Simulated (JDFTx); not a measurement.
Os:

```xyz
2
Lattice="2.7341 0.0000 0.0000 -1.3671 2.3678 0.0000 0.0000 0.0000 4.3197" Properties=species:S:1:pos:R:3 pbc="T T T"
Os    1.3671    0.7893    3.2398
Os    0.0000    1.5785    1.0799
```

- Program: JDFTx 1.7.0 (patched build)
- Task: single point
- Functional: PBEsol
- Potentials or basis: PseudoDojo-SR-PBEsol-0.4.1-standard with smoothed tails
- Cutoff: 1007 eV
- Density cutoff: 8055 eV
- k mesh: 11 × 11 × 6
- Occupations: fermi-dirac, width 0.05 eV
- Spin: no spin polarisation

On this cell: pressure -3.1 GPa; largest force under 0.003 eV/Å; band gap on the k mesh none (metal or under the smearing width).

The same run follows on a disturbed copy (atoms moved at random, drawn with an rms of 0.05 Å):

```
Os
1.0
     2.73410    0.00000    0.00000
    -1.36705    2.36780    0.00000
     0.00000    0.00000    4.31970
Os
2
Direct
  0.65888 0.31974 0.75917
  0.32855 0.66495 0.24603
```

What changes?

The energy (extrapolated to zero smearing) moves by +15.5 meV/atom; pressure -2.3 GPa; largest force 0.991 eV/Å; band gap on the k mesh none (metal or under the smearing width).

Forces on the atoms (eV/Å):
```
Os  -0.067  0.231 -0.962
Os   0.067 -0.231  0.962
```

Stress tensor (GPa, compression positive):
```
-3.43  0.18  0.08
 0.18 -2.14 -0.27
 0.08 -0.27 -1.31
```
